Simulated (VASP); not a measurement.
K: elastic constants with LDA

Crystal: K.

```xyz
1
Lattice="-2.6180 2.6180 2.6180 2.6180 -2.6180 2.6180 2.6180 2.6180 -2.6180" Properties=species:S:1:pos:R:3 pbc="T T T"
K     0.0000    0.0000    0.0000
```

| Property | Result |
| --- | --- |
| Program | VASP 6.6.1 |
| Task | elastic constants |
| Functional | LDA |
| Potentials or basis | VASP PAW LDA potentials, release 64 (K_sv) |
| Cutoff | 600 eV |
| k mesh | 16 × 16 × 16 |
| Occupations | gaussian, width 0.1 eV |
| Spin | no spin polarisation |
| Ions in elastic constants | relaxed |
| Further INCAR settings | ALGO = Normal; EDIFF = 1e-08; IBRION = 6; POTIM = 0.015; NSW = 1; ISIF = 3 |

```json
{
  "Relaxed volume": "64.14 Å³/atom",
  "Relaxed cell": "a = 4.368 Å, b = 4.368 Å, c = 4.368 Å, α = 109.47°, β = 109.47°, γ = 109.47°",
  "Space group after relaxing (to 0.05 Å)": "Im-3m (No. 229)",
  "Elastic constants C11, C12, C44": "5, 4, 3 GPa",
  "Voigt bulk modulus": "5 GPa"
}
```

Step by step:
```
step  energy change (eV)  largest force (eV/Å)  pressure (GPa)  volume (Å³)
   1              0.0000                0.0000           -0.41        71.77
   2             -0.0044                0.0000           -0.33        69.87
   3             -0.0105                0.0000           -0.08        65.33
   4             -0.0108                0.0000            0.01        63.99
   5             -0.0108                0.0000            0.00        64.14
```

Final structure:
```cif
data_structure
_symmetry_space_group_name_H-M 'P 1'
_symmetry_Int_Tables_number 1
_cell_length_a 4.3677
_cell_length_b 4.3677
_cell_length_c 4.3677
_cell_angle_alpha 109.471
_cell_angle_beta 109.471
_cell_angle_gamma 109.471
_cell_volume 64.14
loop_
_atom_site_label
_atom_site_type_symbol
_atom_site_fract_x
_atom_site_fract_y
_atom_site_fract_z
_atom_site_occupancy
K1 K 0.00000 0.00000 0.00000 1
```

Elastic tensor in Voigt notation (GPa, in the Cartesian axes of the cell as first typed):
```
5 4 4 0 0 0
4 5 4 0 0 0
4 4 5 0 0 0
0 0 0 3 0 0
0 0 0 0 3 0
0 0 0 0 0 3
```

Clamped-ion elastic tensor (GPa):
```
5 4 4 0 0 0
4 5 4 0 0 0
4 4 5 0 0 0
0 0 0 3 0 0
0 0 0 0 3 0
0 0 0 0 0 3
```

Wall time 21 min on 1 thread of Intel(R) Xeon(R) 6975P-C (Granite Rapids), on a shared host, peak memory 1.1 GiB.
